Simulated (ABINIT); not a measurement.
# Si (P6_422) in ABINIT: further runs

Runs on Si. Level: LDA. Tasks: dielectric tensor, optical spectrum by the Bethe-Salpeter equation, one-shot levels of the hybrid PBE0-1/3.

Everything below comes from runs of ABINIT 10.8.3 (patched build). Logs are shortened: lines on timing, memory, paths and dates and some standing lists are left out, and cuts for length are marked. The log counts tension as positive stress, the text compression.

### 1 The crystal as given

Symmetry: P6_422, No. 181, hexagonal system. Conventional cell: a = 3.906 Å, b = 3.906 Å, c = 4.117 Å, α = 90.00°, β = 90.00°, γ = 120.00°. Si (site symmetry 222) has 4 Si at 2.39 Å as nearest neighbours.

The cell was built by a generator and needn't be a form met in nature.

### 2 Dielectric tensor, LDA

Input file run.abi:

```
# Datasets
ndtset 3

# Pseudopotentials
pp_dirpath "./"
pseudos "Si.upf"

# Structure
acell 3*1.0 Angstrom
rprim
     3.9057500000     0.0000000000     0.0000000000
    -1.9528700000     3.3824800000     0.0000000000
     0.0000000000     0.0000000000     4.1166600000
ntypat 1
znucl 14
natom 3
typat 1 1 1
xred
            0.0            1/2   0.3333300000
            1/2            1/2   0.6666700000
            1/2            0.0            0.0

# Plane-wave basis
ecut 12.0

# k points
ngkpt 4 4 4
nshiftk 1
shiftk 0.0 0.0 0.5

# Exchange and correlation
ixc 7

# Bands and occupations
nband 6
occopt 1

# SCF cycle
nstep 80
diemac 6.0

# Output
prteig 0
prtebands 0
prtwf 0
prtden 0
prtpot 0

# Dataset 1: ground state
kptopt1 1
tolvrs1 1.0e-15
prtwf1 1

# Dataset 2: derivatives of the wave functions by k
iscf2 -3
rfelfd2 2
rfdir2 1 1 1
getwfk2 1
kptopt2 2
nqpt2 1
qpt2 0.0 0.0 0.0
tolwfr2 1.0e-18
prtwf2 1

# Dataset 3: response at q = 0 to electric field
rfelfd3 3
rfdir3 1 1 1
getwfk3 1
getddk3 2
kptopt3 2
nqpt3 1
qpt3 0.0 0.0 0.0
tolvrs3 1.0e-10
```

Input file mrgddb.in:

```
merged_DDB
Si
2
runo_DS1_DDB
runo_DS3_DDB
```

Input file anaddb.abi:

```
ddb_filepath "merged_DDB"
output_file "anaddb.abo"
outdata_prefix "ana"
asr 1
chneut 1
dipdip 1
dieflag 2
enunit 0
```

Potentials or basis: PseudoDojo NC SR LDA v0.4 stringent.

Started as:

```sh
$ abinit run.abi > log 2>&1
$ mrgddb < mrgddb.in > mrgddb.log 2>&1
$ anaddb anaddb.abi > anaddb.log 2>&1
```

run.abo:

```text
.Version 10.8.3 of ABINIT
 DATASET    1 : space group P6_4 2 2 (#181); Bravais hP (primitive hexag.)
================================================================================
 Values of the parameters that define the memory need for DATASET  1.
     intxc =       0    ionmov =       0      iscf =       7    lmnmax =       6
     lnmax =       6     mgfft =      27  mpssoang =       3    mqgrid =    3001
     natom =       3  nloc_mem =       1    nspden =       1   nspinor =       1
    nsppol =       1      nsym =      12    n1xccc =    2501    ntypat =       1
    occopt =       1   xclevel =       1
       mpw =         746          nfft =       15552          nkpt =           8
================================================================================
================================================================================

 DATASET    2 : space group P6_4 2 2 (#181); Bravais hP (primitive hexag.)
================================================================================
 Values of the parameters that define the memory need for DATASET  2 (RF).
     intxc =       0      iscf =      -3    lmnmax =       6     lnmax =       6
     mgfft =      27  mpssoang =       3    mqgrid =    3001     natom =       3
  nloc_mem =       1    nspden =       1   nspinor =       1    nsppol =       1
      nsym =      12    n1xccc =    2501    ntypat =       1    occopt =       1
   xclevel =       1
      nfft =       15552          nkpt =          32
================================================================================
================================================================================

 DATASET    3 : space group P6_4 2 2 (#181); Bravais hP (primitive hexag.)
================================================================================
 Values of the parameters that define the memory need for DATASET  3 (RF).
     intxc =       0      iscf =       7    lmnmax =       6     lnmax =       6
     mgfft =      27  mpssoang =       3    mqgrid =    3001     natom =       3
  nloc_mem =       1    nspden =       1   nspinor =       1    nsppol =       1
      nsym =      12    n1xccc =    2501    ntypat =       1    occopt =       1
   xclevel =       1
      nfft =       15552          nkpt =          32
================================================================================
================================================================================

--------------------------------------------------------------------------------
------------- Echo of variables that govern the present computation ------------
--------------------------------------------------------------------------------
 -outvars: echo values of preprocessed input variables --------
            acell      7.3807965008E+00  7.3807965008E+00  7.7793599535E+00 Bohr
              amu      2.80855000E+01
           diemac      6.00000000E+00
             ecut      1.20000000E+01 Hartree
           getddk1          0
           getddk2          0
           getddk3          2
           getwfk1          0
           getwfk2          1
           getwfk3          1
             iscf1          7
             iscf2         -3
             iscf3          7
              ixc           7
           jdtset        1    2    3
           kptopt1          1
           kptopt2          2
           kptopt3          2
         kptrlatt        4    0    0      0    4    0      0    0    4
          kptrlen      2.95231860E+01
            natom           3
            nband1          6
            nband2          6
            nband3          6
           ndtset           3
            ngfft          24      24      27
             nkpt1          8
             nkpt2         32
             nkpt3         32
             nqpt1          0
             nqpt2          1
             nqpt3          1
            nstep          80
             nsym          12
           ntypat           1
        optdriver1          0
[... 431 lines left out ...]
 R(1)=  7.3807965  0.0000000  0.0000000  G(1)=  0.1354867  0.0782233  0.0000000
 R(2)= -3.6903983  6.3919573  0.0000000  G(2)=  0.0000000  0.1564466  0.0000000
 R(3)=  0.0000000  0.0000000  7.7793600  G(3)=  0.0000000  0.0000000  0.1285453
 Unit cell volume ucvol=  3.6701259E+02 bohr^3
 Angles (23,13,12)=  9.00000000E+01  9.00000000E+01  1.20000000E+02 degrees
 setup1 : take into account q-point for computing boxcut.

 getcut: wavevector=  0.0000  0.0000  0.0000  ngfft=  24  24  27
         ecut(hartree)=     12.000   => boxcut(ratio)=   2.08522
--------------------------------------------------------------------------------

 ==>  initialize data related to q vector <==

 The list of irreducible perturbations for this q vector is:
    1)    idir= 1    ipert=   5
    2)    idir= 3    ipert=   5

================================================================================

 The perturbation idir=   2  ipert=   5 is
 symmetric of a previously calculated perturbation.
 So, its SCF calculation is not needed.

--------------------------------------------------------------------------------
 Perturbation wavevector (in red.coord.)   0.000000  0.000000  0.000000
 Perturbation : homogeneous electric field along direction   1
 The set of symmetries contains only one element for this perturbation.
 symkpt : not enough symmetry to change the number of k points.

--------------------------------------------------------------------------------

--------------------------------------------------------------------------------
[... 31 lines left out ...]
 2DEtotal=   -0.6974220615E+03 Ha. Also 2DEtotal=   -0.189778210909E+05 eV
    (  non-var. 2DEtotal :   -6.9742205276E+02 Ha)

--------------------------------------------------------------------------------
 Perturbation wavevector (in red.coord.)   0.000000  0.000000  0.000000
 Perturbation : homogeneous electric field along direction   3
 The set of symmetries contains only one element for this perturbation.
 symkpt : not enough symmetry to change the number of k points.

--------------------------------------------------------------------------------

--------------------------------------------------------------------------------
[... 30 lines left out ...]
 2DEtotal=   -0.4736986201E+03 Ha. Also 2DEtotal=   -0.128899961147E+05 eV
    (  non-var. 2DEtotal :   -4.7369861181E+02 Ha)
================================================================================

 ---- first-order wavefunction calculations are completed ----

 ==> Compute Derivative Database <==
 The violation of the charge neutrality conditions
 by the effective charges is as follows :
    atom        electric field
 displacement     direction
       1               1       -0.020803        0.000000
       1               2        0.000000        0.000000
       1               3        0.000000        0.000000
       2               1       -0.000000        0.000000
       2               2       -0.020803        0.000000
       2               3        0.000000        0.000000
       3               1        0.000000        0.000000
       3               2        0.000000        0.000000
       3               3        0.246334        0.000000

 Effective charge tensors after
 imposition of the charge neutrality (if requested by user),
 and eventual restriction to some part :
   atom    displacement
         1         1    1.853964E-02    3.211159E-02    0.000000E+00
         1         2    3.211159E-02   -1.853964E-02    0.000000E+00
         1         3    0.000000E+00    0.000000E+00   -2.447105E-09
         2         1    1.853964E-02   -3.211159E-02    0.000000E+00
         2         2   -3.211159E-02   -1.853964E-02    0.000000E+00
         2         3    0.000000E+00    0.000000E+00   -2.447104E-09
         3         1   -3.707927E-02    0.000000E+00    0.000000E+00
         3         2   -8.060448E-16    3.707928E-02    0.000000E+00
         3         3    0.000000E+00    0.000000E+00   -2.447104E-09
 Now, the imaginary part of the dynamical matrix is zeroed

  Dielectric tensor, in cartesian coordinates,
     j1       j2             matrix element
  dir pert dir pert     real part    imaginary part

   1    5   1    5        25.7134039493        -0.0000000000

   2    5   2    5        25.7134039493        -0.0000000000

   3    5   3    5        25.8633138312        -0.0000000000

  Effective charges, in cartesian coordinates,
  (from electric field response)
   if specified in the inputs, charge neutrality has been imposed
     j1       j2             matrix element
  dir pert dir pert     real part    imaginary part

   1    1   1    5         0.0185396377         0.0000000000
   2    1   1    5         0.0321115940         0.0000000000
   1    2   1    5         0.0185396377         0.0000000000
   2    2   1    5        -0.0321115940         0.0000000000
   1    3   1    5        -0.0370792747         0.0000000000

   1    1   2    5         0.0321115940         0.0000000000
   2    1   2    5        -0.0185396372         0.0000000000
   1    2   2    5        -0.0321115940         0.0000000000
   2    2   2    5        -0.0185396372         0.0000000000
   2    3   2    5         0.0370792751         0.0000000000

== END DATASET(S) ==============================================================
================================================================================

 -outvars: echo values of variables after computation  --------
            acell      7.3807965008E+00  7.3807965008E+00  7.7793599535E+00 Bohr
           etotal1    -1.2768469606E+01
           etotal2    -7.3249623743E+00
           etotal3    -4.7369862006E+02
            fcart1    -0.0000000000E+00 -0.0000000000E+00 -0.0000000000E+00
                      -0.0000000000E+00 -0.0000000000E+00 -0.0000000000E+00
                      -0.0000000000E+00 -0.0000000000E+00 -0.0000000000E+00
            fcart3     0.0000000000E+00  0.0000000000E+00  0.0000000000E+00
                       0.0000000000E+00  0.0000000000E+00  0.0000000000E+00
                       0.0000000000E+00  0.0000000000E+00  0.0000000000E+00
            rprim      1.0000000000E+00  0.0000000000E+00  0.0000000000E+00
                      -5.0000000000E-01  8.6602540378E-01  0.0000000000E+00
                       0.0000000000E+00  0.0000000000E+00  1.0000000000E+00
           strten1     1.1822036724E-04  1.1822036724E-04  1.6413793935E-04
                       0.0000000000E+00  0.0000000000E+00  0.0000000000E+00
           strten3     0.0000000000E+00  0.0000000000E+00  0.0000000000E+00
                       0.0000000000E+00  0.0000000000E+00  0.0000000000E+00
           xangst     -9.7643732597E-01  1.6912390590E+00  1.3722200000E+00
                       9.7643732597E-01  1.6912390590E+00  2.7444400000E+00
                       1.9528746519E+00 -1.5960533536E-16  9.5217180507E-17
             xred     -6.4719823951E-18  5.0000000000E-01  3.3333333333E-01
                       5.0000000000E-01  5.0000000000E-01  6.6666666667E-01
                       5.0000000000E-01 -4.7185918074E-17  2.3129716932E-17
 Calculation completed.
```

Wall time 11 s (1 thread of Intel Xeon 6975P-C (Granite Rapids), shared host); peak memory 0.06 GiB.

Results:

```yaml
Free_energy: -347.4478 eV
Pressure: -3.9 GPa
Electronic_dielectric_tensor_diagonal: 25.71, 25.71, 25.86
Born_charges_mean_of_the_diagonal: Si +0.00 e
```

Stress tensor (GPa, compression positive):
```
-3.48  0.00  0.00
 0.00 -3.48  0.00
 0.00  0.00 -4.83
```

Electronic dielectric tensor:
```
25.71  0.00  0.00
 0.00 25.71  0.00
 0.00  0.00 25.86
```

Born effective charge tensors (e):
atom 1, Si
```
 0.02  0.03  0.00
 0.03 -0.02  0.00
 0.00  0.00  0.00
```
atom 2, Si
```
 0.02 -0.03  0.00
-0.03 -0.02  0.00
 0.00  0.00  0.00
```
atom 3, Si
```
-0.04  0.00  0.00
 0.00  0.04  0.00
 0.00  0.00  0.00
```

Caveat: the k mesh is coarse (spacing up to 0.46 Å⁻¹), so the values aren't converged; the cutoff is short for stress, so the pressure is rough; the k mesh is coarse for a field response (the Born charges miss neutrality), so dielectric values overshoot; the cell is more than 3 GPa from zero pressure, which shifts response properties.

### 3 Optical spectrum by the Bethe-Salpeter equation, LDA

Input file run.abi:

```
# Datasets
ndtset 3

# Pseudopotentials
pp_dirpath "./"
pseudos "Si.upf"

# Structure
acell 3*1.0 Angstrom
rprim
     3.9057500000     0.0000000000     0.0000000000
    -1.9528700000     3.3824800000     0.0000000000
     0.0000000000     0.0000000000     4.1166600000
ntypat 1
znucl 14
natom 3
typat 1 1 1
xred
            0.0            1/2   0.3333300000
            1/2            1/2   0.6666700000
            1/2            0.0            0.0

# Plane-wave basis
ecut 12.0

# k points
kptopt 1
ngkpt 5 5 4
nshiftk 1
shiftk 0.11 0.21 0.31
chksymbreak 0
istwfk *1

# Exchange and correlation
ixc 7

# Bands and occupations
occopt 1

# SCF cycle
nstep 80
diemac 2.0
npulayit 20

# Output
iomode 3
prteig 0
prtebands 0

# Dataset 1: ground state
nband1 6
tolvrs1 1.0e-12
prtden1 1
prtwf1 0
ngkpt1 5 5 4
nshiftk1 1
shiftk1 0.0 0.0 0.0

# Dataset 2: empty bands at fixed density
iscf2 -2
getden2 1
nband2 14
nbdbuf2 4
tolwfr2 1.0e-12
nstep2 120
prtden2 0

# Dataset 3: Bethe-Salpeter equation, Tamm-Dancoff
optdriver3 99
getwfk3 2
getden3 1
bs_calctype3 1
mbpt_sciss3 0.0 eV
bs_exchange_term3 1
bs_coulomb_term3 0
bs_coupling3 0
bs_algorithm3 1
bs_loband3 1
nband3 8
ecutwfn3 12.0
ecuteps3 2.0
bs_freq_mesh3 0.0 9.0 0.05 eV
zcut3 0.1 eV
inclvkb3 2
```

Potentials or basis: PseudoDojo NC SR LDA v0.4 stringent.

Started as:

```sh
$ abinit run.abi > log 2>&1
```

run.abo:

```text
.Version 10.8.3 of ABINIT
 DATASET    1 : space group P6_4 2 2 (#181); Bravais hP (primitive hexag.)
================================================================================
 Values of the parameters that define the memory need for DATASET  1.
     intxc =       0    ionmov =       0      iscf =       7    lmnmax =       6
     lnmax =       6     mgfft =      27  mpssoang =       3    mqgrid =    3001
     natom =       3  nloc_mem =       1    nspden =       1   nspinor =       1
    nsppol =       1      nsym =      12    n1xccc =    2501    ntypat =       1
    occopt =       1   xclevel =       1
       mpw =         742          nfft =       15552          nkpt =          15
================================================================================
================================================================================
[... 13 lines left out ...]
 DATASET    3 : space group P6_4 2 2 (#181); Bravais hP (primitive hexag.)
================================================================================
 Values of the parameters that define the memory need for DATASET  3.
     intxc =       0    ionmov =       0      iscf =       7    lmnmax =       6
     lnmax =       6     mgfft =      27  mpssoang =       3    mqgrid =    3001
     natom =       3  nloc_mem =       1    nspden =       1   nspinor =       1
    nsppol =       1      nsym =      12    n1xccc =    2501    ntypat =       1
    occopt =       1   xclevel =       1
       mpw =         741          nfft =       15552          nkpt =         100
================================================================================
[... 484 lines left out ...]

 Writing KS-RPA macroscopic dielectric function without local fields to file: runo_DS3_RPA_NLF_MDF
 Writing GW-RPA macroscopic dielectric function without local fields to file: runo_DS3_GW_NLF_MDF
 Writing EXC Macroscopic dielectric function to file: runo_DS3_EXC_MDF

== END DATASET(S) ==============================================================
================================================================================

 -outvars: echo values of variables after computation  --------
            acell      7.3807965008E+00  7.3807965008E+00  7.7793599535E+00 Bohr
           etotal1    -1.2768009735E+01
           etotal3     0.0000000000E+00
            fcart1    -0.0000000000E+00 -0.0000000000E+00 -0.0000000000E+00
                      -0.0000000000E+00 -0.0000000000E+00 -0.0000000000E+00
                      -0.0000000000E+00 -0.0000000000E+00 -0.0000000000E+00
            fcart3     0.0000000000E+00  0.0000000000E+00  0.0000000000E+00
                       0.0000000000E+00  0.0000000000E+00  0.0000000000E+00
                       0.0000000000E+00  0.0000000000E+00  0.0000000000E+00
            rprim      1.0000000000E+00  0.0000000000E+00  0.0000000000E+00
                      -5.0000000000E-01  8.6602540378E-01  0.0000000000E+00
                       0.0000000000E+00  0.0000000000E+00  1.0000000000E+00
           strten1     1.4082938917E-04  1.4082938917E-04  1.5518529064E-04
                       0.0000000000E+00  0.0000000000E+00  0.0000000000E+00
           strten3     0.0000000000E+00  0.0000000000E+00  0.0000000000E+00
                       0.0000000000E+00  0.0000000000E+00  0.0000000000E+00
           xangst     -9.7643732597E-01  1.6912390590E+00  1.3722200000E+00
                       9.7643732597E-01  1.6912390590E+00  2.7444400000E+00
                       1.9528746519E+00 -1.5960533536E-16  9.5217180507E-17
             xred     -6.4719823951E-18  5.0000000000E-01  3.3333333333E-01
                       5.0000000000E-01  5.0000000000E-01  6.6666666667E-01
                       5.0000000000E-01 -4.7185918074E-17  2.3129716932E-17
 Calculation completed.
```

Run time: 24 s. Hardware: 1 thread of Intel Xeon 6975P-C (Granite Rapids), shared host; peak memory 0.21 GiB.

Results:

```yaml
Free_energy: -347.4352 eV
Pressure: -4.3 GPa
```

Dielectric function (mean over the directions given):
```csv
energy (eV),real part,imaginary part
0.30,22.56,0.19
0.70,23.89,0.50
1.20,28.02,1.30
1.60,36.28,3.57
2.10,40.24,37.17
2.50,23.86,49.51
3.00,-3.13,46.52
3.50,-16.67,26.76
3.90,-16.92,14.99
4.40,-13.15,9.42
4.80,-12.16,6.29
5.30,-9.60,3.65
5.70,-7.28,2.53
6.20,-5.91,1.53
6.70,-4.95,1.06
7.10,-3.97,0.60
7.60,-3.19,0.46
8.00,-2.55,0.45
8.50,-2.23,0.42
9.00,-1.81,0.30
```

Caveat: the k mesh is coarse (spacing up to 0.38 Å⁻¹), so the values aren't converged; the cutoff is short for stress, so the pressure is rough; spectra need much finer meshes, so this one isn't converged.

(Continued in part 2 of 2.)
